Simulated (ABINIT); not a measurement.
Tl:

```
Tl
1.0
     3.45600    0.00000    0.00000
    -1.72800    2.99298    0.00000
     0.00000    0.00000    5.52500
Tl
2
Cartesian
  1.7280 0.9977 4.1438
  0.0000 1.9953 1.3813
```

* Program: ABINIT 10.8.3 (patched build)
* Task: relaxation of cell and atoms
* Functional: PBE
* Dispersion: D3(BJ)
* Potentials or basis: Ansatz PAW PBE default generated set, frozen core
* Cutoff: 419 eV
* k mesh: 9 × 9 × 5
* Occupations: fermi-dirac, width 0.05 eV
* Spin: no spin polarisation

At the start: pressure 1.4 GPa; volume 28.57 Å³/atom.

Question: How do energy, volume and symmetry change on relaxing?

Answer: Over 10 steps the energy falls by 7.7 meV/atom and the volume is 29.62 Å³/atom (+3.7 %); space group P6_3/mmc (No. 194, to 0.05 Å).

The path:
```tsv
step	energy change (eV)	largest force (eV/Å)	pressure (GPa)	volume (Å³)
1	0.0000	0.0000	1.43	57.15
2	-0.0025	0.0000	1.25	57.40
3	-0.0128	0.0000	-0.02	59.44
4	-0.0130	0.0000	-0.13	59.63
5	-0.0133	0.0000	-0.21	59.77
6	-0.0139	0.0000	-0.29	59.89
7	-0.0147	0.0000	-0.31	59.86
8	-0.0153	0.0000	-0.18	59.58
9	-0.0154	0.0000	-0.06	59.36
10	-0.0155	0.0000	0.00	59.25
```

Final structure:
```yaml
crystal:
  lattice:
    - [3.44691, 0.00000, 0.00000]
    - [-1.72345, 2.98511, 0.00000]
    - [0.00000, 0.00000, 5.75802]
  atoms:
    - { symbol: Tl, position: [0.66667, 0.33333, 0.75000] }
    - { symbol: Tl, position: [0.33333, 0.66667, 0.25000] }
```

The cell as given is a measured one (28.57 Å³/atom); PBE+D3(BJ) puts the equilibrium volume +3.7 % from it, thermal expansion not counted.

Caveat: pairwise dispersion overbinds metals, which lowers pressure and volume.
